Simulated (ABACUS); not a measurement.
The system is N.

```xyz
8
Lattice="5.8151 0.0000 0.0000 0.0000 5.8151 0.0000 0.0000 0.0000 5.8151" Properties=species:S:1:pos:R:3 pbc="T T T"
N     0.2667    2.6409    3.1742
N     2.6409    3.1742    0.2667
N     3.1742    0.2667    2.6409
N     5.5484    5.5484    5.5484
N     5.4435    3.2791    2.5360
N     3.2791    2.5360    5.4435
N     2.5360    5.4435    3.2791
N     0.3716    0.3716    0.3716
```

| Property | Result |
| --- | --- |
| Program | ABACUS 3.10.1 |
| Task | single point |
| Functional | PBE |
| Potentials or basis | PseudoDojo NC SR 0.4.1 PBE standard |
| Cutoff | 1143 eV |
| Density cutoff | 4572 eV |
| Basis | plane waves |
| k mesh | 5 × 5 × 5 |
| Occupations | fermi-dirac, width 0.05 eV |
| Spin | no spin polarisation |

On this cell: pressure -0.2 GPa; largest force 0.413 eV/Å; band gap on the k mesh 7.46 eV, indirect (least direct gap 7.48 eV).

The same run follows on a disturbed copy (atoms moved at random, drawn with an rms of 0.05 Å):

```xyz
8
Lattice="5.8151 0.0000 0.0000 0.0000 5.8151 0.0000 0.0000 0.0000 5.8151" Properties=species:S:1:pos:R:3 pbc="T T T"
N     0.2572    2.6564    3.1590
N     2.6055    3.1589    0.2256
N     3.1866    0.2184    2.6381
N     5.5556    5.5307    5.6113
N     5.4475    3.2460    2.5819
N     3.2586    2.5199    5.4856
N     2.5757    5.4727    3.2586
N     0.3896    0.4228    0.3501
```

**Question.** What does the disturbed cell give?

**Answer.** The energy moves by +104.3 meV/atom; pressure 8.3 GPa; largest force 12.129 eV/Å; band gap on the k mesh 7.63 eV, indirect (least direct gap 7.64 eV).

Forces on the atoms (eV/Å):
```
N    7.325 -6.911  6.760
N   -3.234  3.174  2.764
N    7.047  6.476 -7.152
N    0.457  0.498  0.381
N   -7.318  6.904 -6.751
N    3.233 -3.158 -2.755
N   -7.041 -6.466  7.145
N   -0.469 -0.516 -0.392
```

Stress tensor (GPa, compression positive):
```
 8.94 -2.25 -1.80
-2.25  7.87 -5.32
-1.80 -5.32  8.08
```

Caveats: an odd mesh through Γ misses points on the zone boundary, where band edges often lie.
